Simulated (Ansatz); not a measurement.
Input of an Ansatz 0.2.0 run:

Contents of input.yaml:

```yaml
crystal:
  lattice:
    - [0.0, 2.77, 2.77]
    - [2.77, 0.0, 2.77]
    - [2.77, 2.77, 0.0]
  atoms:
    - { symbol: Te, position: [0.75, 0.75, 0.75] }
    - { symbol: Be, position: [0.0, 0.0, 0.0] }
kpoints:
  mp_grid: { grid: [8, 8, 8] }
  band_path:
    path:
      - [0.0, 0.0, 0.0]
      - [0.5, 0.0, 0.5]
      - [0.5, 0.25, 0.75]
      - [0.375, 0.375, 0.75]
      - [0.0, 0.0, 0.0]
      - [0.5, 0.5, 0.5]
      - [0.625, 0.25, 0.625]
      - [0.5, 0.25, 0.75]
    npoints: 12
scf:
  occupations: { method: fermi_dirac, width: 0.05 }
hamiltonian:
  xc: pbesol
  pseudopotentials: { kind: all_electron, datasets: crystal }
output:
  forces: true
  stress: true
  eigenvalues: true
```

Potentials or basis: all-electron PAW datasets made for the crystal.

Command:

```sh
$ ansatz run input.yaml --threads 1 --pin off --max-ram 3072MiB --backend cpu --events-out ev --progress --plain --runs-dir out
```

Problem. Predict the band gap on the k mesh.

Solution. 1.75 eV, indirect (least direct gap 3.58 eV).

Problem. Predict the band gap along the path.

Solution. 1.75 eV, indirect (least direct gap 3.58 eV).

Problem. What does it give for the pressure?

Solution. 2.2 GPa.

Levels at the corners of the path, in eV from the valence-band top:
```tsv
point	band 1	band 2	band 3	band 4	band 5	band 6	band 7	band 8
Γ	-12.67	0.00	0.00	0.00	3.58	3.58	3.58	4.09
X	-10.66	-5.39	-2.84	-2.84	1.75	2.56	10.07	10.07
W	-10.62	-4.79	-3.99	-3.47	5.22	5.48	5.64	6.40
K	-10.68	-5.00	-4.19	-2.40	2.56	5.27	8.09	8.43
Γ	-12.67	0.00	0.00	0.00	3.58	3.58	3.58	4.09
L	-11.20	-5.89	-1.21	-1.21	3.18	4.56	4.56	7.65
U	-10.68	-5.00	-4.19	-2.40	2.56	5.27	8.09	8.43
W	-10.62	-4.79	-3.99	-3.47	5.22	5.48	5.64	6.40
```

Caveat: spin-orbit coupling is left out, which moves the levels of the heavy elements.
